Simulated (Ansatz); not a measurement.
# AlAs: from supercell energies to defect levels (H interstitial)

Method: DFT PBE, scalar-relativistic, plane waves, PAW (Ansatz 0.2.0). Run with 420 eV cutoff, 2×2×2 k-mesh, shifted by half a step, Gaussian smearing of 0.01 eV, collinear spin in charge 0 alone.

Host crystal, relaxed:

```
Al As
1.0
     0.00000    2.86396    2.86396
     2.86396    0.00000    2.86396
     2.86396    2.86396    0.00000
Al As
1 1
Cartesian
  0.0000 0.0000 0.0000
  4.2959 4.2959 4.2959
```

The H interstitial was set at (0.250, 0.250, 0.250) of the host cell, in a supercell of 32 sites (752 Å³), relaxed at fixed cell in each charge q. The host's Kohn–Sham gap is 1.50 eV and its static dielectric constant 11.6 (mean). For each charge: the supercell's free energy over the neutral one with q electrons exchanged at the valence band top, F(q) − F(0) + qE_v; the image-charge term; and the term that aligns the potential far from the defect with the host's.

```csv
q,F(q) − F(0) + qE_v (eV),image charge (eV),alignment (eV)
+1,0.411,0.198,-0.085
0,0.000,0.000,0.000
-1,-0.006,0.198,-0.072
```

**Question.** Add the terms and find the levels between neighbouring charges, ε(q/q′) = [A(q′) − A(q)]/(q − q′), with and without the two corrections.

**Answer.** A(q): 0.524 eV for +1, 0.000 eV for 0, 0.120 eV for -1.
```json
{"level": "(+1/0)", "corrected (eV over E_v)": "-0.52", "uncorrected (eV)": "-0.41"}
{"level": "(0/-1)", "corrected (eV over E_v)": "0.12", "uncorrected (eV)": "-0.01"}
```

As a check, a point charge in a simple cubic cell of this volume has q²αe²/(2εL) = 0.194 q² eV (e² = 14.40 eV Å, α = 2.837, L = 9.09 Å); the shape of the real cell can change it somewhat. The term grows as q², so it pushes donor levels down and acceptor levels up. The program doubts the alignment for q = -1, so levels beside it are uncertain by about that term.

**Question.** Which of these charges is lowest with the Fermi level at the valence band top, at mid-gap and at the conduction band bottom?

**Answer.** The line A(q) + qE_F that lies lowest gives the charge: 0 at E_F = 0.00 eV, -1 at E_F = 0.75 eV, -1 at E_F = 1.50 eV. (+1/0) falls outside this Kohn–Sham gap, so the change of charge isn't reached within it; the real gap is usually wider and may hold a localised level, while a level that comes from a carrier in the host's bands only marks the band edge and moves with it. In charge +1 the cell has partly filled levels, from a carrier spread over the host's bands, a defect level that the small cell broadens into a band, or a degenerate defect level that the symmetric start can't split, so the levels beside it are doubtful. In charge +1 the extra carrier sits in the host's bands, sampled away from their edge; a term of -0.52 eV would put the level beside it at that edge (it also undoes corrections that don't apply to a spread carrier) and isn't included above. Charges beyond those computed could lie lower near the band edges.

**Question.** The neutral defect forms at 1.92 eV with atoms taken from and returned to the elements. What are the formation energies at those three Fermi levels, and what share of sites would hold the defect at 1200 K with E_F at mid-gap, if the host still stood at that temperature?

**Answer.** E_f = E_f(0) + A(q) + qE_F = 1.92, 1.29, 0.53 eV. In the dilute limit the share is exp(−E_f/k_BT) = exp(−1.286/0.1034) = 4.0×10⁻⁶, leaving out degeneracy and vibrational entropy. This is the H-rich limit; a poorer supply of H, or a competing compound of it, raises E_f. The small cell and the narrow Kohn–Sham gap leave errors of tenths of an eV or more, which change the share by orders of magnitude.